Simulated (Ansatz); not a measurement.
## SnSe: equation of state with PBE0

SnSe:

```xyz
2
Lattice="0.0000 3.0100 3.0100 3.0100 0.0000 3.0100 3.0100 3.0100 0.0000" Properties=species:S:1:pos:R:3 pbc="T T T"
Sn    0.0000    0.0000    0.0000
Se    3.0100    3.0100    3.0100
```

Measurements of this composition are mostly on another form, of space group No. 62.

```yaml
Program: Ansatz 0.2.0
Task: equation of state
Functional: PBE0
Potentials_or_basis: Ansatz PAW
Cutoff: 420 eV
Density_cutoff: 1680 eV
k_mesh: 6 × 6 × 6
Occupations: fermi-dirac, width 0.05 eV
Spin: no spin polarisation
```

| Quantity | Value |
| --- | --- |
| Equilibrium volume | 27.00 Å³/atom |
| Bulk modulus | 53 GPa |
| Pressure derivative of the bulk modulus | 6.9 (rough: it moves with the points fitted) |

Energy against volume, from the lowest point:
```tsv
volume (Å³/atom)	energy (meV/atom)
25.635	12.74
26.180	4.28
26.725	0.19
27.271	0.00
27.816	3.34
28.362	9.84
28.907	18.09
```

All runs of the series together: 2.6 min on 2 threads of AMD EPYC 7R13 Processor (Zen 3), with other jobs on the host.

Caveat: the PAW data sets were made with another functional, which shifts forces and pressure a little.
